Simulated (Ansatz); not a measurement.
# CoO: iterations to self-consistency

Level of theory: DFT PBEsol, scalar-relativistic, plane waves, PAW in Ansatz.

```yaml
crystal:
  lattice:
    - [3.19765, 0.00000, 0.00000]
    - [-1.59882, 2.76924, 0.00000]
    - [0.00000, 0.00000, 5.22871]
  atoms:
    - { symbol: Co, position: [0.00000, 0.00000, 0.00347] }
    - { symbol: Co, position: [0.33333, 0.66667, 0.50336] }
    - { symbol: O, position: [0.00000, 0.00000, 0.37161] }
    - { symbol: O, position: [0.33333, 0.66667, 0.87156] }
```

```
plane-wave cutoff                               : 420 eV
Γ-centred k-mesh                                : 18×18×8
occupation rule                                 : Gaussian smearing, 0.1 eV
list of starting moments (μB, in atom order)    : -2.3 2.3 0.18 -0.18
check for lower electronic states after the SCF : off
```

Each run starts from superposed atomic densities and uses the program's default quasi-Newton mixer with a history of 8 with its automatic preconditioner, at most 120 iterations and the default threshold on the density residual; only the mixing step differs.

Question: Order these values of the mixing step from fewest iterations to most.
A. 1
B. 0.6
C. 0.02
D. 0.05
E. 0.1

Answer: B (20 iterations), A (24 iterations), E (28 iterations), D (38 iterations), C (42 iterations).

```
mixing step iterations converged density residual (eV) at iterations 1, 3, 5
       0.02          42        yes                                5.3 0.76 0.37
       0.05          38        yes                                 5.3 0.73 0.2
        0.1          28        yes                                5.3 0.62 0.12
        0.6          20        yes                                 5.3 0.44 2.2
          1          24        yes                                  5.3 1.3 6.1
```

This wurtzite form isn't the usual stable structure of the compound.

Cost: 5 runs of about 7.1 core-minutes in all, on Intel Xeon 6975P-C (Granite Rapids) (shared hosts).